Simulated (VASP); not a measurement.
Set up this calculation in VASP 6.6.1, as the native input.

* Task: band structure
* Functional: revTPSS
* Potentials or basis: VASP PAW PBE potentials, release 64 (Te, Be)
* Cutoff: 520 eV
* k mesh: 8 × 8 × 8
* Occupations: fermi-dirac, width 0.05 eV
* Spin: no spin polarisation
* Further INCAR settings: ALGO = Normal; EDIFF = 1e-07

The structure of BeTe lies in POSCAR:

```
BeTe
1.0
    0.0000000000      2.7700000000      2.7700000000
    2.7700000000      0.0000000000      2.7700000000
    2.7700000000      2.7700000000      0.0000000000
Te Be
1 1
Direct
    0.7500000000      0.7500000000      0.7500000000
    0.0000000000      0.0000000000      0.0000000000
```

These files were run (other wordings do the same):

INCAR

```
PREC = Accurate
ENCUT = 520
EDIFF = 1E-7
ISMEAR = -1
SIGMA = 0.05
LREAL = False
LASPH = True
NELM = 100
ALGO = Normal
ISIF = 2
LWAVE = False
LCHARG = False
METAGGA = RTPSS
LMIXTAU = True
```

KPOINTS

```
Automatic mesh
0
Gamma
  8 8 8
```

KPOINTS_OPT

```
path GXWKGLUWLK,UX
15
line-mode
reciprocal
 0.0000000000  0.0000000000  0.0000000000  G
 0.5000000000  0.0000000000  0.5000000000  X

 0.5000000000  0.0000000000  0.5000000000  X
 0.5000000000  0.2500000000  0.7500000000  W

 0.5000000000  0.2500000000  0.7500000000  W
 0.3750000000  0.3750000000  0.7500000000  K

 0.3750000000  0.3750000000  0.7500000000  K
 0.0000000000  0.0000000000  0.0000000000  G

 0.0000000000  0.0000000000  0.0000000000  G
 0.5000000000  0.5000000000  0.5000000000  L

 0.5000000000  0.5000000000  0.5000000000  L
 0.6250000000  0.2500000000  0.6250000000  U

 0.6250000000  0.2500000000  0.6250000000  U
 0.5000000000  0.2500000000  0.7500000000  W

 0.5000000000  0.2500000000  0.7500000000  W
 0.5000000000  0.5000000000  0.5000000000  L

 0.5000000000  0.5000000000  0.5000000000  L
 0.3750000000  0.3750000000  0.7500000000  K

 0.6250000000  0.2500000000  0.6250000000  U
 0.5000000000  0.0000000000  0.5000000000  X
```

Potentials or basis: VASP PAW PBE potentials, release 64 (Te, Be).

Command:

```console
$ cat potpaw_PBE.64/Te/POTCAR potpaw_PBE.64/Be/POTCAR > POTCAR
$ mpirun -np 1 vasp_std > vasp.out
```

Results of the run:

```
Pressure                : 3.7 GPa
Band gap on the k mesh  : 1.85 eV, indirect (least direct gap 3.77 eV)
Band gap along the path : 1.85 eV, indirect (least direct gap 3.77 eV)
```

Caveat: the PAW data sets were made with another functional, which shifts forces and pressure a little; spin-orbit coupling is left out, which moves the levels of the heavy elements.

Run time: 2.5 min on 1 thread of Intel(R) Xeon(R) Platinum 8259CL CPU @ 2.50GHz (Skylake/Cascade Lake) (shared host), peak memory 0.17 GiB.
